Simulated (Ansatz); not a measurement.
An Ansatz input:

```yaml
crystal:
  lattice:
    - [0.0, 2.2693289483, 2.2693289483]
    - [2.2693289483, 0.0, 2.2693289483]
    - [2.2693289483, 2.2693289483, 0.0]
  atoms:
    - { symbol: Hg, position: [0.0, 0.0, 0.0] }
hamiltonian:
  xc: pbesol
  pseudopotentials:
    kind: paw
    azcp:
      Hg: "pseudopotentials/Hg.paw.azcp"
basis:
  ecutwfc: 420
  fft_grid_basis: typed
kpoints:
  mp_grid: { grid: [13, 13, 13], shift: [0, 0, 0] }
magnetization:
  spin_polarized: false
scf:
  occupations: { method: fermi_dirac, width: 0.1 }
  lower_state_search: "off"
output:
  stress: true
```

Output

```
Warning: the record states the generating functional pbe (its physics header spells it `PBE`), which answers neither for hamiltonian.xc's functional nor for the pbesol family's — results may be inconsistent (PPs are generated against a specific XC)
Engine: ansatz 0.2.0, x86_64-unknown-linux-gnu
Pseudopotentials: kind: paw
Pseudopotential: Hg, paw, valence charge 20, recommended cutoff 420 eV (normal) 
Functional definition: PBEsol
  exchange = pbesol_x
  correlation = pbesol_c
Crystal: 1 atoms, lattice volume = 23.373 Å³
Basis set: ecut = 420 eV, 459 PW (Γ)
Bands: 14, of which v1, the nominal top of the filled ones, is band 10 counted from 1 (9 counted from 0)
Symmetry: 48 space group operations
Space group: Fm-3m (ITA 225), of the structure as read, at distance tolerance 2.9e-5 Å
k-points: 84 of 2197
Non-local potential: Hg, projectors of the file, l = 0: 3, l = 1: 2, l = 2: 2, l = 3: 1
PAW form: soft (Blöchl's): semilocal exchange-correlation on the pseudo side does not see the compensation charge
PAW frozen core: Hg, regenerated for the run's functional, and the local potential with it (the file was generated under x = pbe(κ = 0.804, μ = 0.2195149727645171), c = pbe(β = 0.06672455060314922))
PAW one-centre angular grid: Hg, 590 points (default); XC on 64 Gauss nodes
Initial density: superposition of atomic densities (neutral atoms: chi_scale 0, normalization atom), corrected by the library's trained network
Initial wavefunctions: pseudopotential atomic-orbital guess
Functional: x = pbesol(κ = 0.804, μ = 0.12345679012345678), c = pbesol(β = 0.046)
SCF iter   1: F=—  HF=-13667.999143 eV  |F-HF|=—  |Δ(HF+E_count)|=         —  Δρ=3.64e-3  dr2=3.01e-3  ethr=1.77e-3  ⟨swp⟩=4.8  Hψ=5982  notcnv=0
SCF iter   2: F=—  HF=-13667.998595 eV  |F-HF|=—  |Δ(HF+E_count)|=   5.48e-4  Δρ=1.56e-3  dr2=5.06e-4  ethr=1.50e-5  ⟨swp⟩=2.4  Hψ=2290  notcnv=0
SCF iter   3: F=—  HF=-13667.998435 eV  |F-HF|=—  |Δ(HF+E_count)|=   1.60e-4  Δρ=2.97e-4  dr2=7.66e-6  ethr=2.53e-6  ⟨swp⟩=2.0  Hψ=1628  notcnv=0
SCF iter   4: F=—  HF=-13667.998440 eV  |F-HF|=—  |Δ(HF+E_count)|=   5.23e-6  Δρ=4.40e-5  dr2=3.17e-7  ethr=3.83e-8  ⟨swp⟩=2.0  Hψ=1612  notcnv=0
iter 5 did not close the SCF: its close was put off for the readings that it lacked (scf_convergence_deferred on its scf_iter line)
SCF iter   5: F=-13667.998440 eV  HF=-13667.998440 eV  |F-HF|=5.63e-9  |Δ(HF+E_count)|=   2.61e-8  Δρ=5.83e-6  dr2=7.13e-9  ethr=1.59e-9  ⟨swp⟩=2.5  Hψ=1935  notcnv=0
SCF iter   6: F=-13667.998440 eV  HF=-13667.998440 eV  |F-HF|=2.55e-11  |Δ(HF+E_count)|=   2.25e-9  Δρ=4.10e-7  dr2=3.82e-11  ethr=3.57e-11  ⟨swp⟩=1.9  Hψ=3721  notcnv=0
SCF 1 converged in 6 iterations: F = -13667.998440 eV  dr2 = 3.82e-11
SCF converged after 6 iterations
Free energy (F): -13667.998440 eV
Harris-Foulkes:  -13667.998440 eV  (|F-HF|=2.55e-11)
Internal energy: -13667.987160 eV  (E = F + TS)
E sigma→0 (E₀):  -13667.992800 eV
Entropy (-TS):   -0.011280 eV (-11.280 meV/atom)
Fermi energy:    14.744691 eV
--- Per-component energies (eV) ---
  E_band       = -385.948344
  E_kinetic    = 604.476432
  E_local      = -2479.268419  (includes V_loc(G=0)·N_el)
  E_nonlocal   = 76.182057
  E_hartree    = 1059.709884
  E_xc         = -219.137598
  E_vxc        = -261.927223  (∫ρ·V_xc dr)
  E_paw        = -9801.031899  (= ΣΔE_a)
  E_vpaw       = -444.832273  (= ΣTr[D̂ρ^β])
  E_aug_tail   = 0.000910  (compensation charges beyond the density's cutoff)
  E_ewald      = -2909.247180
  E_core_change = 0.328651  (= ΣΔE_core)
  E_smearing   = -0.011280  (= −TS)
  E_closure    = -0.000000  (closes the sum)
  Σ components = -13667.998440   (vs F -13667.998440, Δ=0.00e0)
--- Stress (GPa, compression-positive) ---
       -0.096832       0.000000      -0.000000
        0.000000      -0.096832       0.000000
        0.000000      -0.000000      -0.096832
  P = ⅓ Tr σ = -0.0968 GPa (-0.968 kbar)
```

Command:

```sh
ansatz run input.yaml --threads 2 --pin off --max-ram 5120MiB --backend cpu --events-out ev --progress --plain --runs-dir out
```

On 2 threads of Intel(R) Xeon(R) Platinum 8488C (Sapphire Rapids) (shared host) this took about 1.2 s of wall time and 1.8 s of CPU time.
